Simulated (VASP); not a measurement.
A run of VASP 6.6.1 is set up as follows.

Contents of INCAR:

```
SYSTEM = AlN
ALGO = Normal
EDIFF = 1E-7
EDIFFG = -0.01
ENCUT = 600
GGA = PS
IBRION = 2
ISIF = 8
ISMEAR = 0
LASPH = .True.
LCHARG = .False.
LREAL = .False.
LWAVE = .False.
NELM = 60
NSW = 70
PREC = Accurate
PSTRESS = 200.0
SIGMA = 0.01
```

File KPOINTS:

```
k-points
0
Gamma
  9 9 7
  0 0 0
```

The input POSCAR:

```
AlN
1.0
    1.8313680216     -1.8313680216      0.0000000000
    1.8313680216      1.8313680216      0.0000000000
    0.0000000000      0.0000000000      5.3109672626
Al N
2 2
Direct
    0.0000000000      0.0000000000      0.0000000000
    0.5066666667      0.4933333333      0.5000000000
    0.0000000000      0.0000000000      0.4260000000
    0.5066666667      0.4933333333      0.9260000000
```

Potentials or basis: VASP PAW PBE potentials, release 64 (Al, N).

Command:

```console
$ cat potpaw_PBE.64/Al/POTCAR potpaw_PBE.64/N/POTCAR > POTCAR
$ mpirun -np 1 vasp_std > vasp.out
```

What does it give for the relaxed volume?

8.85 Å³/atom.

Predict the space group after relaxing (to 0.05 Å).

I4mm (No. 107).

Step by step:
| step | energy change (eV) | largest force (eV/Å) | pressure (GPa) | volume (Å³) |
| --- | --- | --- | --- | --- |
| 1 | 0.0000 | 0.6646 | 23.05 | 35.62 |
| 2 | -0.1356 | 0.4711 | 14.57 | 36.51 |
| 3 | -0.1066 | 0.3459 | 17.12 | 36.22 |
| 4 | -0.0765 | 0.3414 | 19.47 | 35.74 |
| 5 | -0.0169 | 0.3456 | 22.66 | 35.16 |
| 6 | -0.0551 | 0.1670 | 19.02 | 35.42 |
| 7 | -0.0455 | 0.1052 | 20.39 | 35.32 |
| 8 | -0.0540 | 0.0234 | 20.13 | 35.38 |
| 9 | -0.0563 | 0.0009 | 20.06 | 35.39 |

Caveat: the cell is relaxed towards a set pressure, so the enthalpy falls and the energy may rise; the PAW data sets were made with another functional, which shifts forces and pressure a little.
